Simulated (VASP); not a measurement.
# EuO (Fm-3m) in VASP: single point with PBE

Aim: the single point of EuO with PBE.

Everything below comes from runs of VASP 6.6.1. Logs are shortened: lines on timing, memory, paths and dates and some standing lists are left out, and cuts for length are marked.

**The experiment to reproduce.**

From a printed reference work, monograph, for a bulk crystal of EuO at 300 K: band gap 1.115 eV (optical).

How close the calculation comes is told below.

## 1. The crystal as given

Symmetry: Fm-3m, No. 225, cubic system. Conventional cell: a = 5.083 Å, b = 5.083 Å, c = 5.083 Å, α = 90.00°, β = 90.00°, γ = 90.00°. Around Eu (site symmetry m-3m) lie 6 O at 2.54 Å. O (site symmetry m-3m) has 6 Eu at 2.54 Å as nearest neighbours.

The cell is a database's computed one.

## 2. Single point, PBE, collinear spin, typed start

File INCAR:

```
SYSTEM = EuO
PREC = Accurate ; ENCUT = 520
EDIFF = 1E-6 ; ISMEAR = 0
SIGMA = 0.1 ; LREAL = .False.
LASPH = .True. ; NELM = 150
ALGO = Normal ; ISIF = 2
LWAVE = .False. ; LCHARG = .False.
ISPIN = 2 ; MAGMOM = -7 0
LORBIT = 11 ; LMAXMIX = 6
GGA = PE ; NBANDS = 22
```

File KPOINTS:

```
Automatic mesh
0
Gamma
  6 6 6
  0 0 0
```

File POSCAR:

```
EuO
1.0
    0.0000000000      2.5415673300      2.5415673300
    2.5415673300      0.0000000000      2.5415673300
    2.5415673300      2.5415673300      0.0000000000
Eu O
1 1
Direct
    0.0000000000      0.0000000000      0.0000000000
    0.5000000000      0.5000000000      0.5000000000
```

Potentials or basis: VASP PAW PBE potentials, release 64 (Eu, O).

Run with:

```bash
> cat potpaw_PBE.64/Eu/POTCAR potpaw_PBE.64/O/POTCAR > POTCAR
> mpirun -np 1 vasp_std > vasp.out
```

OUTCAR:

```text
SYSTEM = EuO
   PREC = Accurate
   ENCUT = 520
   EDIFF = 1E-6
   ISMEAR = 0
   LREAL = .False.
   LASPH = .True.
   NELM = 150
   ISIF = 2
   ISPIN = 2
   LORBIT = 11
   GGA = PE

 ion  position               nearest neighbor table
   1  0.000  0.000  0.000-   2 2.54   2 2.54   2 2.54   2 2.54   2 2.54   2 2.54
   2  0.500  0.500  0.500-   1 2.54   1 2.54   1 2.54   1 2.54   1 2.54   1 2.54

  LATTYP: Found a face centered cubic cell.
 ALAT       =     5.0831346600

  Lattice vectors:

 A1 = (   0.0000000000,   2.5415673300,   2.5415673300)
 A2 = (   2.5415673300,   0.0000000000,   2.5415673300)
 A3 = (   2.5415673300,   2.5415673300,   0.0000000000)

Analysis of symmetry for initial positions (statically):
=====================================================================
 Subroutine PRICEL returns:
 Original cell was already a primitive cell.

 Routine SETGRP: Setting up the symmetry group for a
 face centered cubic supercell.

 Subroutine GETGRP returns: Found 48 space group operations
 (whereof 48 operations were pure point group operations)
 out of a pool of 48 trial point group operations.

The static configuration has the point symmetry O_h .

Analysis of symmetry for dynamics (positions and initial velocities):
=====================================================================
 Subroutine PRICEL returns:
 Original cell was already a primitive cell.

 Routine SETGRP: Setting up the symmetry group for a
 face centered cubic supercell.

 Subroutine GETGRP returns: Found 48 space group operations
 (whereof 48 operations were pure point group operations)
 out of a pool of 48 trial point group operations.

The dynamic configuration has the point symmetry O_h .

Analysis of structural, dynamic, and magnetic symmetry:
=====================================================================
 Subroutine PRICEL returns:
 Original cell was already a primitive cell.

 Routine SETGRP: Setting up the symmetry group for a
 face centered cubic supercell.

 Subroutine GETGRP returns: Found 48 space group operations
 (whereof 48 operations were pure point group operations)
 out of a pool of 48 trial point group operations.

The overall configuration has the point symmetry O_h .

 Subroutine INISYM returns: Found 48 space group operations
 (whereof 48 operations are pure point group operations),
 and found     1 'primitive' translations

----------------------------------------------------------------------------------------

                                     Primitive cell

  volume of cell :      32.8348

  direct lattice vectors                    reciprocal lattice vectors
     0.000000000  2.541567330  2.541567330    -0.196729000  0.196729000  0.196729000
     2.541567330  0.000000000  2.541567330     0.196729000 -0.196729000  0.196729000
     2.541567330  2.541567330  0.000000000     0.196729000  0.196729000 -0.196729000

  length of vectors
     3.594318988  3.594318988  3.594318988     0.340744624  0.340744624  0.340744624

  position of ions in fractional coordinates (direct lattice)
     0.000000000  0.000000000  0.000000000
     0.500000000  0.500000000  0.500000000

  ion indices of the primitive-cell ions
   primitive index   ion index
                 1           1
                 2           2

----------------------------------------------------------------------------------------

 KPOINTS: Automatic mesh

Automatic generation of k-mesh.
 Grid dimensions read from file:
 generate k-points for:    6    6    6

 Generating k-lattice:

  Cartesian coordinates                     Fractional coordinates (reciprocal lattice)
    -0.032788167  0.032788167  0.032788167     0.166666667  0.000000000  0.000000000
     0.032788167 -0.032788167  0.032788167     0.000000000  0.166666667  0.000000000
     0.032788167  0.032788167 -0.032788167     0.000000000  0.000000000  0.166666667

  Length of vectors
     0.056790771  0.056790771  0.056790771

  Shift w.r.t. Gamma in fractional coordinates (k-lattice)
     0.000000000  0.000000000  0.000000000

 Subroutine IBZKPT returns following result:
 ===========================================

 Found     16 irreducible k-points:

 Following reciprocal coordinates:
            Coordinates               Weight
  0.000000  0.000000  0.000000      1.000000
  0.166667  0.000000  0.000000      8.000000
  0.333333  0.000000  0.000000      8.000000
  0.500000  0.000000  0.000000      4.000000
  0.166667  0.166667  0.000000      6.000000
  0.333333  0.166667  0.000000     24.000000
[... 8 lines left out ...]
 -0.333333  0.333333  0.166667     24.000000
 -0.333333  0.500000  0.166667     12.000000
   k-points           NKPTS =     16   k-points in BZ     NKDIM =     16   number of bands    NBANDS=     22
   number of dos      NEDOS =    301   number of ions     NIONS =      2
   total plane-waves  NPLWV =  21952
   dimension x,y,z NGX =    28 NGY =   28 NGZ =   28
   dimension x,y,z NGXF=    56 NGYF=   56 NGZF=   56
   ions per type =               1   1
   NGX,Y,Z   is equivalent  to a cutoff of  12.95, 12.95, 12.95 a.u.
   NGXF,Y,Z  is equivalent  to a cutoff of  25.90, 25.90, 25.90 a.u.
 SYSTEM =  EuO
   PREC   = accura    normal or accurate (medium, high low for compatibility)
   ISTART =      0    job   : 0-new  1-cont  2-samecut
   ICHARG =      2    charge: 1-file 2-atom 10-const
   ISPIN  =      2    spin polarized calculation?
   LNONCOLLINEAR =      F non collinear calculations
   LSORBIT =      F    spin-orbit coupling
   LASPH  =      T    aspherical Exc in radial PAW
   ENCUT  =  520.0 eV  38.22 Ry    6.18 a.u.   6.68  6.68  6.68*2*pi/ulx,y,z
   NELM   =    150;   NELMIN=  2; NELMDL= -5     # of ELM steps
   EDIFF  = 0.1E-05   stopping-criterion for ELM
   LREAL  =      F    real-space projection
   EDIFFG = 0.1E-04   stopping-criterion for IOM
   NSW    =      0    number of steps for IOM
   IBRION =     -1    ionic relax: 0-MD 1-quasi-New 2-CG
   NFREE  =      0    steps in history (QN), initial steepest desc. (CG)
   ISIF   =      2    stress and relaxation
   ISYM   =      2    0-nonsym 1-usesym 2-fastsym
   POTIM  = 0.5000    time-step for ionic-motion
   TEBEG  =    0.0;   TEEND  =   0.0 temperature during run
   PSTRESS=    0.0 pullay stress
   NELECT =      23.0000    total number of electrons
   NUPDOWN=      -1.0000    fix difference up-down
   EMIN   =  10.00;   EMAX   =-10.00  energy-range for DOS
   EFERMI =   0.00;   METHOD = LEGACY
   ISMEAR =     0;   SIGMA  =   0.10  broadening in eV -4-tet -1-fermi 0-gaus
   EFERMI_NEDOS =   21; number of points for ismear=-14 and -15
   IALGO  =     38    algorithm
   IMIX   =      4    mixing-type and parameters
     AMIX     =   0.40;   BMIX     =  1.00
     AMIX_MAG =   1.60;   BMIX_MAG =  1.00
  volume/ion in A,a.u.               =      16.42       110.79
  Fermi-wavevector in a.u.,A,eV,Ry     =   1.453915  2.747502 28.760950  2.113870
  Thomas-Fermi vector in A             =   2.571127
   LORBIT       =     11    0 simple, 1 ext, 2 COOP (PROOUT), +10 PAW based schemes
   GGA     = PE    functional components
   LHFCALC =     F    Hartree Fock is set to
   AEXX    =    0.0000 exact exchange contribution
   IVDW    =     0    specifies the selected vdW correction
   LEPSILON=     F    determine dielectric tensor
   LRPA    =     F    only Hartree local field effects (RPA)
 spin polarized calculation
 Gauss-broadening in eV      SIGMA  =   0.10
  energy-cutoff  :      520.00
  volume of cell :       32.83
 maximum number of plane-waves:       899
   NGX = 13   NGY = 13   NGZ = 13

 number of electron      22.9999992 magnetization      -6.9708923

 Free energy of the ion-electron system (eV)
  ---------------------------------------------------
  ext. energy  EPLUGINS =         0.00000000
  ---------------------------------------------------
  free energy    TOTEN  =       -22.04250552 eV

  energy without entropy =      -22.03696303  energy(sigma->0) =      -22.03973428

 E-fermi :   4.9517     XC(G=0): -11.0573

 val. band max:        4.9212227877   @ k =   0.1667   0.1667   0.0000
 cond. band min:       5.0083963551   @ k =   0.0000   0.0000   0.0000
 fundamental gap:      0.0871735674
 Fermi energy:         4.9517356755

 spin component 1

 k-point     1 :       0.0000    0.0000    0.0000
  band No.  band energies     occupation
      1     -33.5403      1.00000
      2     -14.0122      1.00000
      3     -12.6400      1.00000
      4     -12.6400      1.00000
      5     -12.6400      1.00000
      6       1.0411      1.00000
[... 14 lines left out ...]
     21       9.9824      0.00000
     22      16.1024      0.00000
[... 351 lines left out ...]
 k-point    16 :      -0.3333    0.5000    0.1667
  band No.  band energies     occupation
      1     -33.3580      1.00000
      2     -14.6314      1.00000
      3     -13.6638      1.00000
      4     -13.2993      1.00000
      5     -12.2539      1.00000
      6       0.2185      1.00000
[... 14 lines left out ...]
     21      15.3179      0.00000
     22      16.2661      0.00000
 Fermi energy:         4.9517356755

 spin component 2

 k-point     1 :       0.0000    0.0000    0.0000
  band No.  band energies     occupation
      1     -36.5833      1.00000
      2     -14.9404      1.00000
      3     -14.9404      1.00000
      4     -14.9404      1.00000
      5     -13.9387      1.00000
      6       0.9577      1.00000
[... 14 lines left out ...]
     21       8.8505      0.00000
     22      14.0927      0.00000
[... 352 lines left out ...]
  band No.  band energies     occupation
      1     -36.4409      1.00000
      2     -15.7879      1.00000
      3     -15.7427      1.00000
      4     -15.4831      1.00000
      5     -13.2654      1.00000
      6       0.1239      1.00000
[... 14 lines left out ...]
     21      14.0473      0.00000
     22      14.7681      0.00000

------------------------ aborting loop because EDIFF is reached ----------------------------------------

  FORCE on cell =-STRESS in cart. coord.  units (eV):
  Direction    XX          YY          ZZ          XY          YZ          ZX
  --------------------------------------------------------------------------------------
  -------------------------------------------------------------------------------------
  Total       -0.2799931     -0.2799931     -0.2799931      0.0000000      0.0000000     -0.0000000
  in kB      -13.6622757    -13.6622757    -13.6622757      0.0000000      0.0000000     -0.0000000
  external PRESSURE =     -13.6622757 kB  Pullay stress =       0.0000000 kB

 VOLUME and BASIS-vectors are now :
 -----------------------------------------------------------------------------
  energy-cutoff  :      520.00
  volume of cell :       32.83
      direct lattice vectors                 reciprocal lattice vectors
     0.000000000  2.541567330  2.541567330    -0.196729000  0.196729000  0.196729000
     2.541567330  0.000000000  2.541567330     0.196729000 -0.196729000  0.196729000
     2.541567330  2.541567330  0.000000000     0.196729000  0.196729000 -0.196729000

 POSITION                                       TOTAL-FORCE (eV/Angst)
 -----------------------------------------------------------------------------------
      0.00000      0.00000      0.00000         0.000000      0.000000      0.000000
      2.54157      2.54157      2.54157        -0.000000     -0.000000     -0.000000
 -----------------------------------------------------------------------------------
    total drift:                                0.000000      0.000000      0.000000

  FREE ENERGIE OF THE ION-ELECTRON SYSTEM (eV)
  ---------------------------------------------------
  free  energy   TOTEN  =       -22.0425055187 eV

  energy  without entropy=      -22.0369630317  energy(sigma->0) =      -22.03973428

 total charge

# of ion       s       p       d       f       tot
--------------------------------------------------
    1        2.032   5.768   0.417   6.605  14.822
    2        1.556   3.404   0.000   0.000   4.960
--------------------------------------------------
tot          3.588   9.172   0.417   6.605  19.782

 magnetization (x)

# of ion       s       p       d       f       tot
--------------------------------------------------
    1        0.012   0.105  -0.153  -6.549  -6.585
    2        0.004   0.093   0.000   0.000   0.097
--------------------------------------------------
tot          0.016   0.199  -0.153  -6.549  -6.488
```

Wall time 26 s (1 thread of Intel Xeon Platinum 8488C (Sapphire Rapids), shared host); peak memory 0.19 GiB.

What came out:

```yaml
Free_energy: -22.0425 eV
Pressure: -1.4 GPa
Band_gap_on_the_k_mesh: none (metal or under the smearing width)
Net_moment: -6.97 μB per cell
Site_moments: Eu -6.58; O +0.10 μB
Valence_electrons_inside_the_program's_atomic_spheres: Eu 14.82; O 4.96
```

Levels at points of the mesh, in eV from the Fermi level:
Spin up:
| k point | band 6 | band 7 | band 8 | band 9 | band 10 | band 11 |
| --- | --- | --- | --- | --- | --- | --- |
| (0.00, 0.00, 0.00) | -3.91 | -3.91 | -3.91 | 0.84 | 2.71 | 2.71 |
| (0.50, 0.00, 0.00) | -5.95 | -5.03 | -5.03 | 3.11 | 3.66 | 4.10 |
| (0.50, 0.50, 0.00) | -3.87 | -3.83 | -3.83 | -0.34 | 4.13 | 4.22 |
Spin down:
| k point | band 13 | band 14 | band 15 | band 16 | band 17 | band 18 |
| --- | --- | --- | --- | --- | --- | --- |
| (0.00, 0.00, 0.00) | -0.27 | 0.06 | 0.06 | 0.06 | 1.58 | 1.58 |
| (0.50, 0.00, 0.00) | -0.31 | -0.30 | -0.26 | 2.26 | 4.43 | 4.43 |
| (0.50, 0.50, 0.00) | -0.40 | -0.32 | -0.05 | -0.05 | 3.54 | 5.84 |

Caveat: spin-orbit coupling is left out, which moves the levels of the heavy elements; a cell with one magnetic atom can't hold antiferromagnetic order, which such compounds often take; without U or exact exchange the open f shell lies at the Fermi level, which spoils levels, moments and volumes. The state reached can hang on the start; a lower one may exist.

## 3. Against experiment

Step 2. Measured gap of EuO: 1.115 eV (optical; 300 K; a printed reference work, monograph). This calculation gives 0.00 eV (-1.11 eV). So large a miss can be the level of theory's own, or it may mean another phase, state or a wrong row. Spin-orbit coupling on Eu is left out. The value is that of PBE on a finite k mesh, which can miss the band edges, without temperature or zero-point motion. Semilocal functionals fall short of measured gaps as a rule. The run's magnetic order (collinear spin, typed start) needn't be the measured crystal's. The cell is a database's relaxed one, not the measured one, which moves gaps too.
